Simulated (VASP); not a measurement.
# CdSe (P6_3mc) in VASP: Born charges and dielectric tensor with LDA

Aim: the Born charges and dielectric tensor of CdSe with LDA.

Program: VASP 6.6.1. These are calculated values, not measurements. Logs are shortened: lines on timing, memory, paths and dates and some standing lists are left out, and cuts for length are marked.

**Measured values to compare with.**

From a printed reference work, data compilation, for a bulk crystal of CdSe at 2 K: band gap 1.841 eV.

The runs below are set against these values where they give the same quantity.

## (1) The crystal as given

Symmetry: P6_3mc, No. 186, hexagonal system. Conventional cell: a = 4.259 Å, b = 4.259 Å, c = 6.956 Å, α = 90.00°, β = 90.00°, γ = 120.00°. Cd (site symmetry 3m) is surrounded by 4 Se at 2.61 Å. Se (site symmetry 3m) has 4 Cd at 2.61 Å as nearest neighbours.

The cell is a database's computed one.

## (2) Born charges and dielectric tensor, LDA

INCAR

```
SYSTEM = CdSe
PREC = Accurate ; ENCUT = 600
EDIFF = 1E-8 ; ISMEAR = 0
SIGMA = 0.02 ; LREAL = .FALSE.
LASPH = .TRUE. ; NELM = 80
ALGO = Normal ; ISIF = 2
LWAVE = .FALSE. ; LCHARG = .FALSE.
LEPSILON = .TRUE. ; IBRION = 8
NSW = 1
```

KPOINTS

```
Automatic mesh
0
G
  9 9 6
  0 0 0
```

POSCAR

```
CdSe
1.0
    4.2589500000      0.0000000000      0.0000000000
   -2.1294800000      3.6883600000      0.0000000000
    0.0000000000      0.0000000000      6.9561800000
Cd Se
2 2
Direct
    0.6666700000      0.3333300000      0.5001800000
    0.3333300000      0.6666700000      0.0001800000
    0.6666700000      0.3333300000      0.8756800000
    0.3333300000      0.6666700000      0.3756800000
```

Potentials or basis: VASP PAW LDA potentials, release 64 (Cd, Se).

Started as:

```bash
$ cat potpaw_LDA.64/Cd/POTCAR potpaw_LDA.64/Se/POTCAR > POTCAR
$ mpirun -np 1 vasp_std > vasp.out
```

OUTCAR:

```text
SYSTEM = CdSe
   PREC = Accurate
   ENCUT = 600
   EDIFF = 1E-8
   ISMEAR = 0
   LREAL = .FALSE.
   LASPH = .TRUE.
   NELM = 80
   ISIF = 2
   LEPSILON = .TRUE.
   IBRION = 8
   NSW = 1

 ion  position               nearest neighbor table
   1  0.667  0.333  0.500-   4 2.61   4 2.61   4 2.61   3 2.61
   2  0.333  0.667  0.000-   3 2.61   3 2.61   3 2.61   4 2.61
   3  0.667  0.333  0.876-   2 2.61   2 2.61   2 2.61   1 2.61
   4  0.333  0.667  0.376-   1 2.61   1 2.61   1 2.61   2 2.61

  LATTYP: Found a hexagonal cell.
 ALAT       =     4.2589500000
 C/A-ratio  =     1.6333086794

  Lattice vectors:

 A1 = (   4.2589500000,   0.0000000000,   0.0000000000)
 A2 = (  -2.1294800000,   3.6883600000,   0.0000000000)
 A3 = (   0.0000000000,   0.0000000000,   6.9561800000)

Analysis of symmetry for initial positions (statically):
=====================================================================
 Subroutine PRICEL returns:
 Original cell was already a primitive cell.

 Routine SETGRP: Setting up the symmetry group for a
 hexagonal supercell.

 Subroutine GETGRP returns: Found  4 space group operations
 (whereof  2 operations were pure point group operations)
 out of a pool of 24 trial point group operations.

The static configuration has the point symmetry C_1h.
 The point group associated with its full space group is C_2v.

Analysis of symmetry for dynamics (positions and initial velocities):
=====================================================================
 Subroutine PRICEL returns:
 Original cell was already a primitive cell.

 Routine SETGRP: Setting up the symmetry group for a
 hexagonal supercell.

 Subroutine GETGRP returns: Found  4 space group operations
 (whereof  2 operations were pure point group operations)
 out of a pool of 24 trial point group operations.

The dynamic configuration has the point symmetry C_1h.
 The point group associated with its full space group is C_2v.

 Subroutine INISYM returns: Found  4 space group operations
 (whereof  2 operations are pure point group operations),
 and found     1 'primitive' translations

----------------------------------------------------------------------------------------

                                     Primitive cell

  volume of cell :     109.2714

  direct lattice vectors                    reciprocal lattice vectors
     4.258950000  0.000000000  0.000000000     0.234799657  0.135561923  0.000000000
    -2.129480000  3.688360000  0.000000000     0.000000000  0.271123209  0.000000000
     0.000000000  0.000000000  6.956180000     0.000000000  0.000000000  0.143757062

  length of vectors
     4.258950000  4.258953458  6.956180000     0.271123429  0.271123209  0.143757062

  position of ions in fractional coordinates (direct lattice)
     0.666670000  0.333330000  0.500180000
     0.333330000  0.666670000  0.000180000
     0.666670000  0.333330000  0.875680000
     0.333330000  0.666670000  0.375680000

  ion indices of the primitive-cell ions
   primitive index   ion index
                 1           1
                 2           2
                 3           3
                 4           4

----------------------------------------------------------------------------------------

 KPOINTS: Automatic mesh

Automatic generation of k-mesh.
 Grid dimensions read from file:
 generate k-points for:    9    9    6

 Generating k-lattice:

  Cartesian coordinates                     Fractional coordinates (reciprocal lattice)
     0.026088851  0.015062436  0.000000000     0.111111111  0.000000000  0.000000000
[... 752 lines left out ...]
  ---------------------------------------------------
  free energy    TOTEN  =        -3.41868210 eV

  energy without entropy =       -3.41868210

------------------------ aborting loop because EDIFF is reached ----------------------------------------

--------------------------------------- Ionic step        2  -------------------------------------------

------------------------ aborting loop because EDIFF is reached ----------------------------------------

--------------------------------------- Ionic step        3  -------------------------------------------

------------------------ aborting loop because EDIFF is reached ----------------------------------------

 PIEZOELECTRIC TENSOR FIELD DIRECTION 3  (e Angst)
 -----------------------------------------------------------------------------
     2.43819 -0.00001  0.00000           ( -0.03687 -0.00000  0.00000)
    -0.00001  2.43819  0.00000           ( -0.00000 -0.03687  0.00000)
     0.00000  0.00000 -5.12549           (  0.00000  0.00000  0.07793)

 PIEZOELECTRIC TENSOR FIELD DIRECTION 3  (C/m^2)
 -----------------------------------------------------------------------------
     0.35750 -0.00000  0.00000
    -0.00000  0.35750  0.00000
     0.00000  0.00000 -0.75152

[... ionic steps 4 to 9 ...]

--------------------------------------- Ionic step       10  -------------------------------------------

------------------------ aborting loop because EDIFF is reached ----------------------------------------

[... ionic steps 11 to 11 ...]

--------------------------------------- Ionic step       12  -------------------------------------------

 Free energy of the ion-electron system (eV)
  ---------------------------------------------------
  ---------------------------------------------------
  free energy    TOTEN  =        -0.09812069 eV

  energy without entropy =       -0.09812069

------------------------ aborting loop because EDIFF is reached ----------------------------------------

 INTERNAL STRAIN TENSOR  FOR ION    3  DIRECTION 3   (eV/Angst):
 -----------------------------------------------------------------------------
     4.12989  0.01503 -0.03168
     0.01503  4.14726  0.01829
     0.03643 -0.02103 -7.89912

 MACROSCOPIC STATIC DIELECTRIC TENSOR (including local field effects in DFT)
 ------------------------------------------------------
          11.911430    -0.000019     0.000000
          -0.000019    11.911434     0.000000
           0.000000     0.000000    10.896338
 ------------------------------------------------------

 PIEZOELECTRIC TENSOR (including local field effects)  for field in x, y, z        (e  Angst)
          XX          YY          ZZ          XY          YZ          ZX
  --------------------------------------------------------------------------------
  x     0.00000     0.00000     0.00000     0.00000     0.00022     2.62797
  y    -0.00000     0.00000    -0.00000     0.00000     2.62823     0.00022
  z     2.43819     2.43819    -5.12549    -0.00001     0.00000     0.00000

 PIEZOELECTRIC TENSOR (including local field effects)  for field in x, y, z        (C/m^2)
          XX          YY          ZZ          XY          YZ          ZX
  --------------------------------------------------------------------------------
  x     0.00000     0.00000     0.00000     0.00000     0.00003     0.38532
  y    -0.00000     0.00000    -0.00000     0.00000     0.38536     0.00003
  z     0.35750     0.35750    -0.75152    -0.00000     0.00000     0.00000

 BORN EFFECTIVE CHARGES (including local field effects) (in |e|, cummulative output)
 ---------------------------------------------------------------------------------
 ion    1
    1     2.17910     0.00001     0.00001
    2     0.00001     2.17911    -0.00001
    3     0.00001    -0.00001     2.29115
 ion    2
    1     2.17910     0.00001    -0.00001
    2     0.00001     2.17911     0.00001
    3    -0.00001     0.00001     2.29115
 ion    3
    1    -2.17910    -0.00001     0.00000
    2    -0.00001    -2.17911    -0.00000
    3     0.00000    -0.00000    -2.29115
 ion    4
    1    -2.17910    -0.00001    -0.00000
    2    -0.00001    -2.17911     0.00000
    3    -0.00000     0.00000    -2.29115

 INTERNAL STRAIN TENSOR FOR ION    4 for displacements in x,y,z  (eV/Angst):
          X           Y           Z          XY          YZ          ZX
  --------------------------------------------------------------------------------
  x    -0.00526     0.00434    -0.00034    -6.67445     0.00305     4.28568
  y    -6.89876     6.89931     0.00020     0.37452     3.94700     0.00310
  z     4.12989     4.14726    -7.89912     0.01503     0.02103     0.03168

 SECOND DERIVATIVES (NOT SYMMETRIZED)
 ------------------------------------
               1X          1Y          1Z          2X          2Y          2Z          3X          3Y          3Z          4X          4Y          4Z
  1X    -5.286500   -0.000701    0.000696   -0.150887    0.000139   -0.000215    0.079252   -0.000094   -0.000313    5.358135    0.000656   -0.000169
  1Y    -0.000701   -5.287321   -0.000402    0.000139   -0.150728    0.000124   -0.000094    0.079144    0.000181    0.000656    5.358904    0.000097
  1Z     0.000540   -0.000312   -6.546171   -0.000025    0.000014    1.329375   -0.000393    0.000227    3.940104   -0.000123    0.000071    1.276691
  2X    -0.150887    0.000139    0.000215   -5.286500   -0.000701   -0.000696    5.358135    0.000656    0.000169    0.079252   -0.000094    0.000313
  2Y     0.000139   -0.150728   -0.000124   -0.000701   -5.287321    0.000402    0.000656    5.358904   -0.000097   -0.000094    0.079144   -0.000181
  2Z     0.000025   -0.000014    1.329375   -0.000540    0.000312   -6.546171    0.000123   -0.000071    1.276691    0.000393   -0.000227    3.940104
  3X     0.083618    0.000162   -0.000278    5.361101    0.000554    0.000511   -5.862241   -0.001702    0.000039    0.417522    0.000985   -0.000272
  3Y     0.000162    0.083806    0.000160    0.000554    5.361752   -0.000295   -0.001702   -5.864218   -0.000023    0.000985    0.418661    0.000157
  3Z    -0.000060    0.000034    3.912190    0.000572   -0.000330    1.259633   -0.000752    0.000434   -7.472961    0.000240   -0.000138    2.301138
  4X     5.361101    0.000554   -0.000511    0.083618    0.000162    0.000278    0.417522    0.000985    0.000272   -5.862241   -0.001702   -0.000039
  4Y     0.000554    5.361752    0.000295    0.000162    0.083806   -0.000160    0.000985    0.418661   -0.000157   -0.001702   -5.864218    0.000023
  4Z    -0.000572    0.000330    1.259633    0.000060   -0.000034    3.912190   -0.000240    0.000138    2.301138    0.000752   -0.000434   -7.472961

 Eigenvectors and eigenvalues of the dynamical matrix
 ----------------------------------------------------

   1 f  =    5.762705 THz    36.208142 2PiTHz  192.223138 cm-1    23.832621 meV
             X         Y         Z           dx          dy          dz
      2.129495  1.229441  3.479342     0.000038   -0.000022   -0.278583
     -0.000025  2.458919  0.001252     0.000038   -0.000022    0.278583
      2.129495  1.229441  6.091388    -0.000050    0.000029    0.649916
     -0.000025  2.458919  2.613298    -0.000050    0.000029   -0.649916
[... 71 lines left out ...]
  12 f/i=    0.011186 THz     0.070282 2PiTHz    0.373118 cm-1     0.046261 meV
             X         Y         Z           dx          dy          dz
      2.129495  1.229441  3.479342    -0.000385    0.000222   -0.540970
     -0.000025  2.458919  0.001252     0.000385   -0.000222   -0.540970
      2.129495  1.229441  6.091388     0.000317   -0.000183   -0.455358
     -0.000025  2.458919  2.613298    -0.000317    0.000183   -0.455358

--------------------------------------------------------------------------------------------------------

 MACROSCOPIC STATIC DIELECTRIC TENSOR IONIC CONTRIBUTION
 ------------------------------------------------------
           2.890407    -0.000309     0.000000
          -0.000309     2.890057     0.000000
           0.000000     0.000000     3.347074
 ------------------------------------------------------

 ELASTIC MODULI CONTR FROM IONIC RELAXATION (kBar)
 Direction    XX          YY          ZZ          XY          YZ          ZX
 --------------------------------------------------------------------------------
 XX        -318.8155    125.8834    184.4168     13.2209     -0.0000      0.0000
 YY         125.8834   -318.9055    184.4621    -13.2977      0.0000     -0.0000
 ZZ         184.4168    184.4621   -352.5593      0.0389      0.0000      0.0000
 XY          13.2209    -13.2977      0.0389   -216.9842      0.0000     -0.0000
 YZ           0.0000      0.0000      0.0000      0.0000    -89.7509     -0.1526
 ZX           0.0000     -0.0000      0.0000     -0.0000     -0.1526    -95.3547
 --------------------------------------------------------------------------------

 PIEZOELECTRIC TENSOR IONIC CONTR  for field in x, y, z        (C/m^2)
          XX          YY          ZZ          XY          YZ          ZX
  --------------------------------------------------------------------------------
  x     0.00000    -0.00000     0.00000    -0.00000    -0.00037    -0.49398
  y     0.00000    -0.00000     0.00000     0.00000    -0.47923    -0.00037
  z    -0.53466    -0.53482     1.02217    -0.00014    -0.00000    -0.00000
```

Run time: 54 min. Hardware: 1 thread of AMD EPYC 9R45 (Zen 5), shared host; peak memory 1.6 GiB.

Results:

```
Band gap on the k mesh                                  : 0.48 eV, direct
Electronic dielectric tensor (diagonal)                 : 11.91, 11.91, 10.90
Born charges (mean of the diagonal)                     : Cd +2.22; Se -2.22 e
Highest phonon frequency at Γ, LO-TO splitting left out : 192 cm⁻¹
```

Levels at points of the mesh, in eV from the valence-band top:
```tsv
k point	band 15	band 16	band 17	band 18	band 19	band 20	band 21	band 22
(0.00, 0.00, 0.00)	-0.82	-0.06	0.00	0.00	0.48	2.04	5.72	5.72
(0.00, 0.00, 0.50)	-0.43	-0.43	-0.43	-0.43	2.24	2.24	5.72	5.72
```

Phonon frequencies in cm⁻¹ (negative: imaginary):
```csv
q point,frequencies
"(0.000, 0.000, 0.000)",0 0 0 33 33 126 174 179 179 181 182 192
```

Electronic dielectric tensor:
```
11.91  0.00  0.00
 0.00 11.91  0.00
 0.00  0.00 10.90
```

Born effective charge tensors (e):
atom 1, Cd
```
2.18 0.00 0.00
0.00 2.18 0.00
0.00 0.00 2.29
```
atom 2, Cd
```
2.18 0.00 0.00
0.00 2.18 0.00
0.00 0.00 2.29
```
atom 3, Se
```
-2.18  0.00  0.00
 0.00 -2.18  0.00
 0.00  0.00 -2.29
```
atom 4, Se
```
-2.18  0.00  0.00
 0.00 -2.18  0.00
 0.00  0.00 -2.29
```

Caveat: the gap is small at this level, which inflates the dielectric constant.

## (3) Against experiment

Step 2. Against the measured gap of CdSe, 1.841 eV (2 K; a printed reference work, data compilation), the calculated 0.48 eV is off by -1.36 eV. So large a miss can be the level of theory's own, or it may mean another phase, state or a wrong row. Spin-orbit coupling on Cd, Se is left out. The value is that of LDA, without temperature or zero-point motion. Semilocal functionals fall short of measured gaps as a rule. The cell is a database's relaxed one, not the measured one, which moves gaps too.
